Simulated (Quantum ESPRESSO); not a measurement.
Ge:

```xyz
2
Lattice="0.0000 2.8289 2.8289 2.8289 0.0000 2.8289 2.8289 2.8289 0.0000" Properties=species:S:1:pos:R:3 pbc="T T T"
Ge    4.2434    4.2434    4.2434
Ge    2.8289    2.8289    2.8289
```

Program: Quantum ESPRESSO 7.5. Alike in all runs: no spin polarisation; cell as given; smearing fermi-dirac 0.05 eV. Hardware: 1 thread of Intel(R) Xeon(R) 6975P-C (Granite Rapids) (shared host).

Q: Order these runs on this cell by their wall time, lowest first.
A. task Wannier functions; level vdW-DF-cx; potentials or basis PseudoDojo 0.5 SR PBE standard; k mesh 6 × 6 × 6; cutoff (eV) 1061; mixing beta 0.5; k mesh for the Wannier functions 5 × 5 × 5; iterations 0
B. task single point; level PBE; potentials or basis SSSP 1.3 efficiency PBE; k mesh 8 × 8 × 8; cutoff (eV) 748; mixing beta 0.5
C. task Wannier functions; level PBE; potentials or basis JTH 2.0 PBE; k mesh 6 × 6 × 6; cutoff (eV) 490; mixing beta 0.2; k mesh for the Wannier functions 5 × 5 × 5; other keys mixing_beta = 0.2

A: B (15 s), C (80 s), A (390 s).

Caveats: the cutoff lies well under what these potentials need, so the values aren't converged (some runs).
